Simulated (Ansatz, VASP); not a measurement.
This is a calculation of Mg for Ansatz 0.2.0.

input.yaml

```yaml
crystal:
  lattice:
    - [3.2093, 0.0, 0.0]
    - [-1.60465, 2.7793353284, 0.0]
    - [0.0, 0.0, 5.262403]
  atoms:
    - { symbol: Mg, position: [0.6666666667, 0.3333333333, 0.75] }
    - { symbol: Mg, position: [0.3333333333, 0.6666666667, 0.25] }
hamiltonian:
  xc: pbe
  pseudopotentials: { kind: paw }
kpoints:
  mp_grid: { grid: [8, 8, 4] }
scf:
  occupations: { method: fermi_dirac, width: 0.05 }
output:
  forces: true
  stress: true
  eigenvalues: true
```

Potentials or basis: Ansatz PAW.

The run is started by

```console
$ ansatz run input.yaml --threads 2 --pin off --max-ram 5632MiB --backend cpu --events-out ev --progress --plain --runs-dir out
```

Q: Set up the same calculation for VASP 6.6.1. Potentials there: VASP PAW PBE potentials, release 64 (Mg).

A: As run (the cutoff follows the program's own potentials):

Contents of INCAR:

```
PREC = Accurate
ENCUT = 520
EDIFF = 1E-7
ISMEAR = -1
SIGMA = 0.05
LREAL = F
LASPH = T
NELM = 80
ALGO = Fast
ISIF = 2
LWAVE = F
LCHARG = F
GGA = PE
NBANDS = 9
```

Contents of KPOINTS:

```
Automatic mesh
0
Gamma
  8 8 4
```

POSCAR

```
Mg
1.0
    3.2093000000      0.0000000000      0.0000000000
   -1.6046500000      2.7793353284      0.0000000000
    0.0000000000      0.0000000000      5.2624030000
Mg
2
Direct
    0.6666666667      0.3333333333      0.7500000000
    0.3333333333      0.6666666667      0.2500000000
```

Potentials or basis: VASP PAW PBE potentials, release 64 (Mg).

Launch:

```console
$ cat potpaw_PBE.64/Mg/POTCAR > POTCAR
$ mpirun -np 1 vasp_std > vasp.out
```

Both were run:

|  | VASP | Ansatz | Ansatz less VASP |
| --- | --- | --- | --- |
| gap on the k mesh at the Fermi level (eV) | none | none | - |
| pressure (GPa) | -1.0 | -0.8 | +0.13 |
| largest component of the traceless stress (GPa) | 0.11 | 0.10 | -0.001 |

A gap of «none» marks a metal or a gap that the smearing closes. The functional is the same, so the differences come from potentials, cutoffs and numerics. The two sets of potentials don't hold the same shells in valence.
